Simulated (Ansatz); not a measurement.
# CdSe (P6_3mc): equation of state

An exercise on one series of results from a longer session: the logs are not shown, and one member is left open.

The COD entry's cell or inner coordinates are ideal or old and differ from later refinements, so a difference from it is no clean test against experiment.

Method: DFT PBE, scalar-relativistic, plane waves, PAW, in Ansatz 0.2.0.

3 further runs of the same task are left out: 1 that didn't finish, 2 set aside as unsound or not needed. Runs told in other sessions of the task aren't counted.

## The system as given

Symmetry: P6_3mc, No. 186, hexagonal system. Conventional cell: a = 4.383 Å, b = 4.383 Å, c = 7.154 Å, α = 90.00°, β = 90.00°, γ = 120.00°. Cd (site symmetry 3m) has 4 Se at 2.68 to 2.69 Å in its first shell of neighbours. Around Se (site symmetry 3m) lie 4 Cd at 2.68 to 2.69 Å.

Coordinates:

```xyz
4
Lattice="4.3833 0.0000 0.0000 -2.1917 3.7961 0.0000 0.0000 0.0000 7.1544" Properties=species:S:1:pos:R:3 pbc="T T T"
Cd    2.1917    1.2654   -0.0028
Cd    0.0000    2.5307    3.5744
Se    2.1917    1.2654    2.6857
Se    0.0000    2.5307    6.2629
```

This cell comes from an earlier session at PBE: 29.762 Å³/atom at -0.01 GPa, on a 10×10×6 mesh.

Volume factors to run: 0.980, 1.020, 0.960, 1.040.

Set-up of the first run:

Input file input.yaml:

```yaml
crystal:
  lattice:
    - [4.3539300406, 0.0, 0.0]
    - [-2.1769650203, 3.7706140215, 0.0]
    - [0.0, 0.0, 7.1064009996]
  atoms:
    - { symbol: Cd, position: [0.6666666667, 0.3333333333, -0.0003929495] }
    - { symbol: Cd, position: [0.3333333333, 0.6666666667, 0.4996070505] }
    - { symbol: Se, position: [0.6666666667, 0.3333333333, 0.3753929495] }
    - { symbol: Se, position: [0.3333333333, 0.6666666667, 0.8753929495] }
basis:
  ecutwfc: 420
  ecutrho_ratio: 4
kpoints:
  mp_grid: { grid: [10, 10, 6] }
hamiltonian:
  xc: pbe
scf:
  occupations: { method: gaussian, width: 0.05 }
output:
  forces: true
  stress: true
  eigenvalues: true
relax:
  f_tol: 0.01
  max_steps: 40
  cell: { stress_tol: 0.1, fix: [volume] }
```

On the command line:

```console
ansatz run input.yaml --threads 4 --pin off --max-ram 7168MiB --backend cpu --events-out ev --progress --plain --runs-dir out
```

Among the steps run: Volume × 0.980; At 1.020 of the relaxed volume; Volume × 0.960; Scaling the volume by 1.040.

One of the session's tables, all rows but one given; the rest of the session is left out.

It belongs to the step «Energy and pressure against volume». 

| volume (Å³/atom) | energy (meV/atom) | pressure (GPa) | gap (eV) |
| --- | --- | --- | --- |
| 28.571 | 7.10 | 1.99 | 0.63 |
| 29.166 | 1.69 | 0.94 | 0.59 |
| 29.762 | 0.00 | -0.01 | 0.54 |
| 30.357 | ? | ? | ? |
| 30.952 | 6.20 | -1.60 | 0.46 |

**Question.** Estimate the row for volume (Å³/atom) = 30.357.

Worked estimate for «energy (meV/atom)». A straight line through the neighbours (29.762, 0.00) and (30.952, 6.20) gives 0.00 + (6.20 − 0.00) × (30.357 − 29.762) / (30.952 − 29.762) = 3.10; a parabola fitted to 3 rows on both sides gives 1.51.

As computed: energy (meV/atom): 1.62; pressure (GPa): -0.85; gap (eV): 0.50. In «energy (meV/atom)» the line misses by +1.48 and the parabola by -0.11.
